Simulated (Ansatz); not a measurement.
# ZnSe: pressure against volume

ZnSe, F-43m, a = 5.732 Å. Ansatz: PBE, PAW, 420 eV, Γ-centred 8×8×8 mesh on 2 atoms, Gaussian smearing 0.02 eV; no spin polarisation. Symmetry fixes shape and atoms, so the cell is only scaled; pressure is positive in compression.

```
V (Å³/atom) P (GPa)
     20.715        ?
     21.421     6.67
     22.127     4.08
     22.833     1.88
     23.539     0.03
     24.245    -1.54
     24.952    -2.87
     25.893    -4.33
```

Problem. Take V0 = 23.539 Å³/atom, count pressures from its P0 = 0.03 GPa, fit the third-order Birch–Murnaghan form to the other rows, and predict the missing pressure.

Solution. With the Eulerian strain f = ½[(V0/V)^(2/3) − 1] and y = (P − P0)/[3f(1 + 2f)^(5/2)], the form is the line y = B0 + 1.5 B0 (B0′ − 4) f. Rows (f, y): 0.03244, 58.3; 0.02105, 57.9; 0.01025, 57.2; -0.00975, 56.4; -0.01906, 55.9; -0.03078, 55.3. Means f = 0.0006917, y = 56.833; Σ(Δf)² = 0.003003, ΣΔfΔy = 0.1430; the slope is their ratio. y = 56.80 + 47.61 f GPa, so B0 = 56.8 GPa and B0′ = 4 + 2 × (47.61)/(3 × 56.80) = 4.56. At V = 20.715, f = 0.04447, y = 58.92 and P = 9.76 GPa. The run gave 9.74 GPa, so the fit is 0.02 GPa too high, a small miss on the scale of the series.